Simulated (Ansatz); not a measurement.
BeO (wurtzite), relaxed and computed with several functionals in Ansatz (plane waves, PAW).

```
functional  a (Å)  c (Å)  V (Å³/atom)  gap (eV)  B₀ by P(V) fit (GPa)
----------  -----  -----  -----------  --------  --------------------
PBE         2.712  4.404         7.01      7.45                   209
r²SCAN      2.690  4.370         6.85      8.55                   225
PBEsol      2.693  4.373         6.87      7.51                   218
HSE06         ___    ___          ___       ___                   ___
LDA         2.665  4.329         6.65      7.94                   232
```

Task: What belongs in the gaps?

Result: 
- HSE06, a (Å): 2.686
- HSE06, c (Å): 4.359
- HSE06, V (Å³/atom): 6.81
- HSE06, gap (eV): 9.64
- HSE06, B₀ by P(V) fit (GPa): 228

All cells were relaxed under the symmetry of their starts (and spin orders); stability against distortions was not tested throughout.

Potentials: the later of the program's two PAW sets.

Ansatz (a first-principles code) is a plane-wave DFT program.
